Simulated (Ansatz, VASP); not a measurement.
This is a calculation of Mg (Magnesium) for VASP 6.6.1. 

The input INCAR:

```
PREC = Accurate
ENCUT = 600
EDIFF = 1E-7
ISMEAR = -1
SIGMA = 0.05
LREAL = F
LASPH = T
NELM = 100
ALGO = Normal
ISIF = 3
LWAVE = F
LCHARG = F
GGA = B5
ALDAX = 1.0
AGGAX = 1.0
AGGAC = 1.0
ALDAC = 0.0
IBRION = 2
NSW = 60
EDIFFG = -0.01
```

KPOINTS

```
regular mesh
0
Gamma
  10 10 5
```

The input POSCAR:

```
Mg
1.0
    3.2093000000      0.0000000000      0.0000000000
   -1.6046500000      2.7793353284      0.0000000000
    0.0000000000      0.0000000000      5.2103000000
Mg
2
Direct
    0.6666666667      0.3333333333      0.7500000000
    0.3333333333      0.6666666667      0.2500000000
```

Potentials or basis: VASP PAW PBE potentials, release 64 (Mg).

Command:

```console
$ cat potpaw_PBE.64/Mg/POTCAR > POTCAR
$ mpirun -np 1 vasp_std > vasp.out
```

**Question.** What does the same run look like in Ansatz 0.2.0? Potentials or basis there: all-electron LAPW, scalar-relativistic.

**Answer.** As run (cutoffs and basis follow the program's own potentials, and thresholds, step limits or extra output files can differ):

File input.yaml:

```yaml
crystal:
  lattice:
    - [3.2093, 0.0, 0.0]
    - [-1.60465, 2.7793353284, 0.0]
    - [0.0, 0.0, 5.2103]
  atoms:
    - { symbol: Mg, position: [0.6666666667, 0.3333333333, 0.75] }
    - { symbol: Mg, position: [0.3333333333, 0.6666666667, 0.25] }
kpoints:
  mp_grid: { grid: [10, 10, 5] }
scf:
  occupations: { method: fermi_dirac, width: 0.05 }
hamiltonian:
  xc: blyp
  pseudopotentials: { kind: all_electron, lapw: { basis_error: 0.001 } }
output:
  forces: true
  stress: true
relax:
  f_tol: 0.005
  max_steps: 60
  cell: {}
```

Potentials or basis: all-electron LAPW, scalar-relativistic.

The run is started by

```bash
$ ansatz run input.yaml --threads 1 --pin off --max-ram 3072MiB --backend cpu --events-out ev --progress --plain --runs-dir out
```

Both were run:

|  | VASP | Ansatz |
| --- | --- | --- |
| Relaxed volume | 23.54 Å³/atom | 23.59 Å³/atom |
| Relaxed cell | a = 3.179 Å, b = 3.179 Å, c = 5.380 Å, α = 90.00°, β = 90.00°, γ = 120.00° | a = 3.181 Å, b = 3.181 Å, c = 5.383 Å, α = 90.00°, β = 90.00°, γ = 120.00° |
| Space group after relaxing | P6_3/mmc (No. 194) | P6_3/mmc (No. 194) |
| Pressure after relaxing | 0.0 GPa | 0.0 GPa |

VASP's potentials were made for PBE.

Where Ansatz's input types no cutoff or centring, it takes its own default and a Γ-centred mesh.

Pressure is positive in compression.
